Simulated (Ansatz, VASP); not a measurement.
**Ru in VASP and in Ansatz**

INCAR

```
SYSTEM = Ru
  ALGO = Normal
  EDIFF = 1E-8
  ENCUT = 520
  GGA = PE
  ISIF = 2
  ISMEAR = -1
  LASPH = .True.
  LCHARG = .False.
  LEFG = .True.
  LREAL = .False.
  LWAVE = .False.
  NBANDS = 21
  NELM = 100
  PREC = Accurate
  SIGMA = 0.03
```

KPOINTS

```
k-points
0
Gamma
  14 14 8
  0 0 0
```

Contents of POSCAR:

```
Ru
1.0
    2.6510333155      0.0000000000      0.0000000000
   -1.3255166578      2.2958621976      0.0000000000
    0.0000000000      0.0000000000      4.1952333309
Ru
2
Direct
    0.3333333333      0.6666666667      0.2500000000
    0.6666666667      0.3333333333      0.7500000000
```

Input for Ansatz:

```yaml
crystal:
  lattice:
    - [2.6510333155, 0.0, 0.0]
    - [-1.3255166578, 2.2958621976, 0.0]
    - [0.0, 0.0, 4.1952333309]
  atoms:
    - { symbol: Ru, position: [0.3333333333, 0.6666666667, 0.25] }
    - { symbol: Ru, position: [0.6666666667, 0.3333333333, 0.75] }
kpoints:
  mp_grid: { grid: [14, 14, 8] }
scf:
  occupations: { method: fermi_dirac, width: 0.03 }
hamiltonian:
  xc: pbe
  pseudopotentials: { kind: all_electron, datasets: crystal }
output:
  forces: true
  stress: true
  eigenvalues: true
  efg: { contact_densities: true }
```

Change from the starting cell: volume scaled by 0.9405, crystal datasets.

Alike in both runs: task electric field gradients; functional PBE; k mesh 14 × 14 × 8; occupations fermi-dirac, width 0.03 eV; no spin polarisation.

```csv
,VASP,Ansatz
version,VASP 6.6.1,Ansatz 0.2.0
potentials or method,"VASP PAW PBE potentials, release 64 (Ru_pv)","all-electron PAW with datasets made for the crystal, scalar-relativistic"
plane-wave cutoff (eV),520,see its input
```

```tsv
	VASP	Ansatz	Ansatz less VASP
pressure (GPa)	28.3	28.2	-0.10
largest component of the traceless stress (GPa)	0.31	0.37	+0.055
Vzz of the field gradient on the site that differs most (V/Å²)	-14.7	-11.7	+2.97
```

Ansatz ran all-electron here, so the differences hold the error of VASP's frozen core and of both bases. Ansatz warned: «gradients_without_spin_orbit».

Caveats: so large a pressure means that the cell lies far from this level's equilibrium, or that cutoff or potentials fall short (VASP).
